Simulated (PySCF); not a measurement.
Structure problem from calculated spectra and properties.

Formula: C5H6.

| Item | Value |
| --- | --- |
| UV, first state | lowest singlet excitation: 5.16 eV (240 nm, f = 0.084) [TDDFT CAM-B3LYP/aug-cc-pVTZ] |
| 13C NMR | chemical shifts (computed TMS as zero) by class: 145.7 (2 C), 144.8 (2 C), 46.9 (1 C) ppm [GIAO PBE0/pcSseg-2] |
| Dipole | 0.48 D [CAM-B3LYP/aug-cc-pVTZ] |
| Triplet | lowest triplet excitation (Tamm–Dancoff): 3.16 eV [TDA CAM-B3LYP/aug-cc-pVTZ] |
| 1H NMR | chemical shifts (computed TMS as zero) by class: 7.01 (2 H), 6.89 (2 H), 3.18 (2 H) ppm [GIAO PBE0/pcSseg-2] |
| Rotational structure | rotational constants A, B, C: 8.552, 8.324, 4.330 GHz [PBE0-D3(BJ)/def2-TZVP] |

Gas-phase values; electronic properties from PySCF, density fitting. Levels stand in brackets. Geometry: PBE0-D3(BJ)/def2-TZVP; no solvent, vibrations or thermal averaging. NMR classes are plain means over equivalent atoms (diastereotopic ones count apart unless rotation or inversion swaps them), as if these changed places fast.

**Question.** Give a SMILES that accounts for the data.

**Answer.** Numbering: `[CH:1]1=[CH:2][CH2:3][CH:4]=[CH:5]1`. Its formula, C5H6, gives 3 degrees of unsaturation: 1 ring and 2 π bonds in the structure found. 5 carbons fall into 3 classes; from least to most shielded: alkene CH carbon [C2/C4] (145.7 ppm, 2 C), alkene CH carbon [C1/C5] (144.8 ppm, 2 C), allylic carbon [C3] (46.9 ppm). Hydrogen classes from least to most shielded: 2 H on 2 alkene CH carbons, C1/C5 (7.01 ppm), 2 H on 2 alkene CH carbons, C2/C4 (6.89 ppm), 2 H on an allylic carbon, C3 (3.18 ppm). The optimised geometry has point group C2v and is an asymmetric top. Structure: 1,3-cyclopentadiene, `C1=CCC=C1`. Computed isomers that give other values at the same levels: `C#CC(=C)C` (13C chemical shifts (computed TMS as zero) by class: 140.6 (1 C), 135.1 (1 C), 91.0 (1 C), 87.5 (1 C), 27.4 (1 C) ppm); `C1=C[C@H]2C[C@@H]12` (13C chemical shifts (computed TMS as zero) by class: 159.5 (2 C), 59.7 (1 C), 20.0 (2 C) ppm); `C#CC1CC1` (13C chemical shifts (computed TMS as zero) by class: 95.0 (1 C), 69.8 (1 C), 11.1 (2 C), 1.5 (1 C) ppm). The assignments are read from this structure; whether some other isomer fits the data as well wasn't checked.
